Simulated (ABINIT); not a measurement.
The system is Ta.

```
CELL_PARAMETERS angstrom
2.90037 0.00000 0.00000
-1.45019 2.51180 0.00000
0.00000 0.00000 5.16627
ATOMIC_POSITIONS crystal
Ta 0.33333 0.66667 0.25000
Ta 0.66667 0.33333 0.75000
```

This isn't the form of Ta at room conditions, which is bcc.

| Quantity | Value |
| --- | --- |
| Program | ABINIT 10.8.3 (patched build) |
| Task | relaxation of cell and atoms |
| Functional | LDA |
| Potentials or basis | JTH PAW LDA v2.0 |
| Cutoff | 517 eV |
| k mesh | 11 × 11 × 5 |
| Occupations | fermi-dirac, width 0.05 eV |
| Spin | no spin polarisation |

At the start: pressure -12.1 GPa; volume 18.82 Å³/atom.

Q: Where does the relaxation end?

A: Over 5 steps the energy falls by 46.4 meV/atom and the volume is 17.67 Å³/atom (-6.1 %); space group P6_3/mmc (No. 194, to 0.05 Å).

The path:
| step | energy change (eV) | largest force (eV/Å) | pressure (GPa) | volume (Å³) |
| --- | --- | --- | --- | --- |
| 1 | 0.0000 | 0.0000 | -12.07 | 37.64 |
| 2 | -0.0768 | 0.0000 | -5.33 | 36.26 |
| 3 | -0.0927 | 0.0000 | 0.44 | 35.27 |
| 4 | -0.0928 | 0.0000 | -0.01 | 35.34 |
| 5 | -0.0928 | 0.0000 | 0.00 | 35.34 |

Final structure:
```xyz
2
Lattice="2.8343 0.0000 0.0000 -1.4172 2.4546 0.0000 0.0000 0.0000 5.0799" Properties=species:S:1:pos:R:3 pbc="T T T"
Ta    0.0000    1.6364    1.2700
Ta    1.4172    0.8182    3.8099
```
